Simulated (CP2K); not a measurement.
Runs of CP2K 2026.2 on SrO. The structure is cubic, space group Fm-3m (No. 225). The conventional cell has a = 5.133 Å, b = 5.133 Å, c = 5.133 Å, α = 90.00°, β = 90.00°, γ = 90.00°. Around Sr (site symmetry m-3m) lie 6 O at 2.57 Å. Around O (site symmetry m-3m) lie 6 Sr at 2.57 Å. 

```csv
task,level,potentials or basis,smearing,NGRIDS,points a segment of the path (NPOINTS),bands added on the path,CUTOFF of the grids,gap on the mesh (eV),pressure (GPa)
band structure,RPBE,"POTENTIAL_UZH Sr GTH-PBE-q10, O GTH-PBE-q6; TZVP-MOLOPT-PBE-GTH basis",fermi-dirac 0.05 eV,4,8,4,600 Ry,3.61,7.5
band structure,BLYP,"GTH_POTENTIALS Sr GTH-BLYP-q10, O GTH-BLYP-q6; TZVP-MOLOPT-PBE-GTH basis",fermi-dirac 0.05 eV,4,6,2,600 Ry,3.61,7.5
band structure,LDA,"GTH_POTENTIALS Sr GTH-PADE-q10, O GTH-PADE-q6; TZVP-MOLOPT-PBE-GTH basis",fermi-dirac 0.05 eV,5,8,6,600 Ry,3.39,-2.6
band structure,r2SCAN,"POTENTIAL_UZH Sr GTH-SCAN-q10, O GTH-SCAN-q6; TZVP-MOLOPT-SCAN-GTH basis",fermi-dirac 0.05 eV,5,6,6,1300 Ry,(b),2.9
band structure,revPBE,"POTENTIAL_UZH Sr GTH-PBE-q10, O GTH-PBE-q6; TZVP-MOLOPT-PBE-GTH basis",fermi-dirac 0.05 eV,5,8,2,600 Ry,(a),6.8
band structure,PBEsol,"POTENTIAL_UZH Sr GTH-PBE-q10, O GTH-PBE-q6; TZVP-MOLOPT-PBE-GTH basis",fermi-dirac 0.05 eV,4,6,2,600 Ry,3.45,(c)
```

Alike in all rows: no spin polarisation; cell as given; k mesh 9 × 9 × 9.

Q: Fill in the values left out.

A: (a) 3.59; (b) 3.88; (c) 1.2.

Caveats: the basis of atomic orbitals isn't converged, which shifts pressures, moduli and gaps; the potentials were made for another functional, which shifts forces and pressure (some runs).

A k mesh can miss the band edges, and the runs leave out spin-orbit coupling on Sr.

Runs at the PBE level aren't shown here.
